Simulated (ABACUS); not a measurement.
Write an ASE script for ABACUS 3.10.1 that does the following.

| Item | Value |
| --- | --- |
| Task | single point |
| Functional | LDA |
| Potentials or basis | PseudoDojo NC SR 0.4.1 LDA stringent |
| Cutoff | 1687 eV |
| Density cutoff | 6748 eV |
| Basis | plane waves |
| k mesh | 4 × 4 × 3 |
| Occupations | fermi-dirac, width 0.05 eV |
| Spin | no spin polarisation |
| Radial cutoff of the potentials (pseudo_rcut) | 7 bohr |
| SCF threshold on the density | 1e-08 |
| Max SCF steps | 100 |
| Eigensolver | dav |
| Mixing | broyden |
| Mixing share | 0.7 |
| Symmetry key | 1 |
| Bands | 165 |

The structure of Ge lies in Ge.cif:

```cif
data_Ge
_cell_length_a 5.93000000
_cell_length_b 5.93000000
_cell_length_c 6.98000000
_cell_angle_alpha 90.00000000
_cell_angle_beta 90.00000000
_cell_angle_gamma 90.00000000
_space_group_name_H-M_alt 'P1'
_space_group_name_Hall 'P 1'
_space_group_IT_number 1
loop_
_space_group_symop_operation_xyz
'x,y,z'
loop_
_atom_site_label
_atom_site_type_symbol
_atom_site_symmetry_multiplicity
_atom_site_Wyckoff_symbol
_atom_site_fract_x
_atom_site_fract_y
_atom_site_fract_z
_atom_site_occupancy
Ge1 Ge 1 a 0.3750000000 0.1667000000 0.7500000000 1
Ge2 Ge 1 a 0.3333000000 0.8750000000 0.5000000000 1
Ge3 Ge 1 a 0.6250000000 0.8333000000 0.2500000000 1
Ge4 Ge 1 a 0.6667000000 0.1250000000 0.0000000000 1
Ge5 Ge 1 a 0.8750000000 0.3333000000 0.5000000000 1
Ge6 Ge 1 a 0.8333000000 0.6250000000 0.7500000000 1
Ge7 Ge 1 a 0.1250000000 0.6667000000 0.0000000000 1
Ge8 Ge 1 a 0.1667000000 0.3750000000 0.2500000000 1
Ge9 Ge 1 a 0.5750000000 0.4250000000 0.2500000000 1
Ge10 Ge 1 a 0.9250000000 0.9250000000 0.5000000000 1
Ge11 Ge 1 a 0.4250000000 0.5750000000 0.7500000000 1
Ge12 Ge 1 a 0.0750000000 0.0750000000 0.0000000000 1
```

This isn't the form of Ge at room conditions, which is diamond.

One way to write it, as run:

run_abacus.py

```python
"""ABACUS run from a structure file: ASE reads it, the script writes STRU, KPT and INPUT."""
import re
import subprocess
from ase.io import read
from ase.units import Bohr

atoms = read("Ge.cif")
atoms = atoms[(-atoms.numbers).argsort(kind="stable")]  # ABACUS lists atoms element by element
pseudo = {'Ge': 'Ge.upf'}
orbital = {}
magmoms = None
kmesh = [4, 4, 3]
params = {
    'suffix': 'Ge',
    'calculation': 'scf',
    'basis_type': 'pw',
    'pseudo_dir': './',
    'symmetry': 1,
    'dft_functional': 'pz',
    'ecutwfc': 124,
    'pseudo_rcut': 7,
    'nspin': 1,
    'nbands': 165,
    'ks_solver': 'dav',
    'smearing_method': 'fd',
    'smearing_sigma': 0.00367493,
    'scf_thr': 1e-08,
    'scf_nmax': 100,
    'mixing_type': 'broyden',
    'mixing_beta': 0.7,
    'cal_force': 1,
    'cal_stress': 1,
    'out_chg': 1,
    'kpar': 4,
}

symbols = atoms.get_chemical_symbols()
elements = list(dict.fromkeys(symbols))
lines = ["ATOMIC_SPECIES"] + [f"{e} {atoms.get_masses()[symbols.index(e)]:.4f} {pseudo[e]}" for e in elements]
if orbital:
    lines += ["", "NUMERICAL_ORBITAL"] + [orbital[e] for e in elements]
lines += ["", "LATTICE_CONSTANT", f"{1 / Bohr:.10f}", "", "LATTICE_VECTORS"]
lines += [" ".join(f"{x:.10f}" for x in v) for v in atoms.cell]
lines += ["", "ATOMIC_POSITIONS", "Direct"]
for e in elements:
    lines += ["", e, "0.0", str(symbols.count(e))]
    for i, p in enumerate(atoms.get_scaled_positions(wrap=False)):
        if symbols[i] == e:
            mag = "" if magmoms is None else " mag " + " ".join(str(x) for x in (magmoms[i] if isinstance(magmoms[i], list) else [magmoms[i]]))
            lines.append(" ".join(f"{x:.10f}" for x in p) + " 1 1 1" + mag)
open("STRU", "w").write("\n".join(lines) + "\n")
open("KPT", "w").write("K_POINTS\n0\nGamma\n%d %d %d 0 0 0\n" % tuple(kmesh))
open("INPUT", "w").write("INPUT_PARAMETERS\n" + "".join(f"{k:<20s}{v}\n" for k, v in params.items()))

done = subprocess.run(['mpirun', '-np', '4', 'abacus'])
if done.returncode:
    raise SystemExit(done.returncode)
log = open("OUT.Ge/running_scf.log").read()
print("final energy (eV):", re.findall(r"FINAL_ETOT_IS (\S+)", log))
```

Potentials or basis: PseudoDojo NC SR 0.4.1 LDA stringent, plane waves.

Command:

```sh
$ OMP_NUM_THREADS=1 python run_abacus.py > log
```

Results of the run:

```
Pressure               : -1.3 GPa
Largest force          : 0.885 eV/Å
Band gap on the k mesh : 0.96 eV, indirect (least direct gap 0.98 eV)
```

Caveat: an odd mesh through Γ misses points on the zone boundary, where band edges often lie.

Wall time 12 min on 4 MPI ranks on Intel(R) Xeon(R) Platinum 8259CL CPU @ 2.50GHz (Skylake/Cascade Lake), with other jobs on the host, peak memory 7.2 GiB a rank.
